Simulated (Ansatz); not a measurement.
Sb under changes of volume

One of the cells (26.962 Å³/atom); the others are scaled copies at fixed shape and fractional positions:

```
CELL_PARAMETERS angstrom
-1.57654 1.57654 2.71194
1.57654 -1.57654 2.71194
1.57654 1.57654 -2.71194
ATOMIC_POSITIONS crystal
Sb 0.00000 0.00000 0.00000
```

This isn't the form of Sb at room conditions, which is rhombohedral.

* Program: Ansatz 0.2.0
* Functional: PBEsol
* Potentials or basis: JTH PAW
* Cutoff: 1950 eV (not typed: the program's choice for these potentials)
* k mesh: 12 × 12 × 12
* Occupations: fermi-dirac, width 0.05 eV
* Spin: no spin polarisation

| volume (Å³/atom) | energy over the lowest point (meV/atom) | pressure (GPa) |
| --- | --- | --- |
| 25.344 | 10.40 | 3.2 |
| 25.883 | 2.57 | 1.5 |
| 26.423 | 0.00 | 0.0 |
| 26.962 | 2.14 | -1.3 |
| 27.501 | 8.47 | -2.4 |
| 28.040 | ? | ? |
| 28.580 | 31.95 | -4.4 |

Q: What does the run at 28.040 Å³/atom give?

A: Energy over the lowest point 18.55 meV/atom; pressure -3.5 GPa.

Worked out: A Birch-Murnaghan fit of order 3 (a polynomial in V^(-2/3)) to the other rows has its minimum at 26.44 Å³/atom with B0 = V·E''(V) = 68 GPa and B' = 4.6 at fixed shape and positions, which overstates the stiffness. It gives 18.53 meV/atom at 28.040 Å³/atom, against the run's 18.55, and -dE/dV = -3.5 GPa, against -3.5.

Energies are extrapolated to zero smearing.
